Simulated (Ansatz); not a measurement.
# Ti2C and the effect of the pressure

The cell as given:

Symmetry: R-3m, No. 166, trigonal system. The conventional cell has a = 3.081 Å, b = 3.081 Å, c = 14.441 Å, α = 90.00°, β = 90.00°, γ = 120.00°. Ti (site symmetry 3m) is surrounded by 3 C at 2.11 Å. Around C (site symmetry -3m) lie 6 Ti at 2.11 Å.

The cell comes from a database or a generator and needn't be the stable form of this composition.

Kept alike: task relaxation of cell and atoms; functional PBEsol; k mesh 10 × 10 × 10; occupations fermi-dirac, width 0.05 eV; no spin polarisation. Program: Ansatz, all-electron LAPW, scalar-relativistic. The mesh is that of the run's cell of 3 atoms. No spin-orbit coupling.

| run | volume (Å³/atom) |
| --- | --- |
| A | 12.077 |
| B | 12.836 |
| C | 11.509 |
| D | 12.424 |

The relaxations keep at least the cell's symmetry (R-3m). Runs of this series that gave no sound value for these columns are left out. The runs follow the start's structure, whether or not it is the stable one at these pressures. P is the pressure aimed at, which the runs meet within some hundredths to tenths of a GPa.

The runs differ in the pressure alone: 0; 5; 10; 20 GPa. Which run is which?

Run A is 10 GPa; run B is 0 GPa; run C is 20 GPa; run D is 5 GPa. The volume falls from 12.836 to 11.509 Å³/atom between 0 and 20 GPa. The volume falls ever more slowly, since the solid stiffens under load. At the pressures aimed at, which the runs meet within some tenths of a GPa, the step from 0 to 5 GPa gives a mean bulk modulus near 153 GPa, the last step 208 GPa.

The compression is smooth, with no sign of a volume collapse along this structural branch. A mean modulus near 153 GPa in the first step puts Ti2C between elemental titanium, which is softer, and stoichiometric TiC, which is considerably stiffer. This fits its bonding: strong, partly ionic Ti 3d–C 2p covalent bonds resist shortening, while the carbon-poor composition leaves more of the cohesion to softer Ti–Ti metallic bonding. The rise to 208 GPa in the last step reflects the steep growth of short-range repulsion and electronic kinetic energy as the ions' closed shells and the valence density are squeezed together. It needs no change in bonding type or electronic transition.

The more compliant regions between facing titanium layers probably take up a larger share of the initial strain than the Ti–C bonds, which would make the compression anisotropic and add to the early stiffening. Volumes alone can't test this, since they don't separate the shortening of c from that of a.
